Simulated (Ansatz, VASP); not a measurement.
**Rh in VASP and in Ansatz**

The input INCAR:

```
PREC = Accurate
ENCUT = 520
EDIFF = 1E-6
ISMEAR = 0
SIGMA = 0.1
LREAL = F
LASPH = T
NELM = 80
ALGO = Normal
ISIF = 2
LWAVE = F
LCHARG = F
GGA = PE
NBANDS = 14
```

KPOINTS

```
regular mesh
0
Gamma
  8 8 8
```

POSCAR

```
Rh
1.0
    0.0000000000      1.9029860900      1.9029860900
    1.9029860900      0.0000000000      1.9029860900
    1.9029860900      1.9029860900      0.0000000000
Rh
1
Direct
    0.0000000000      0.0000000000      0.0000000000
```

Input for Ansatz:

```yaml
crystal:
  lattice:
    - [0.0, 1.90298609, 1.90298609]
    - [1.90298609, 0.0, 1.90298609]
    - [1.90298609, 1.90298609, 0.0]
  atoms:
    - { symbol: Rh, position: [0.0, 0.0, 0.0] }
basis:
  ecutwfc: 420
kpoints:
  mp_grid: { grid: [8, 8, 8] }
hamiltonian:
  xc: pbe
scf:
  occupations: { method: gaussian, width: 0.1 }
output:
  forces: true
  stress: true
  eigenvalues: true
```

Alike in both runs: task single point; functional PBE; k mesh 8 × 8 × 8; occupations gaussian, width 0.1 eV; no spin polarisation.

|  | VASP | Ansatz |
| --- | --- | --- |
| version | VASP 6.6.1 | Ansatz 0.2.0 |
| potentials or method | VASP PAW PBE potentials, release 64 (Rh_pv) | scalar-relativistic, plane waves, PAW |
| plane-wave cutoff (eV) | 520 | 420 |
| valence electrons in the cell | 15 | 17 |

|  | VASP | Ansatz | Ansatz less VASP |
| --- | --- | --- | --- |
| gap on the k mesh at the Fermi level (eV) | none | none | - |
| pressure (GPa) | 6.0 | 5.9 | -0.06 |

A gap of «none» marks a metal or a gap that the smearing closes. The functional is the same, so the differences come from potentials, cutoffs and numerics. The two sets of potentials don't hold the same shells in valence.
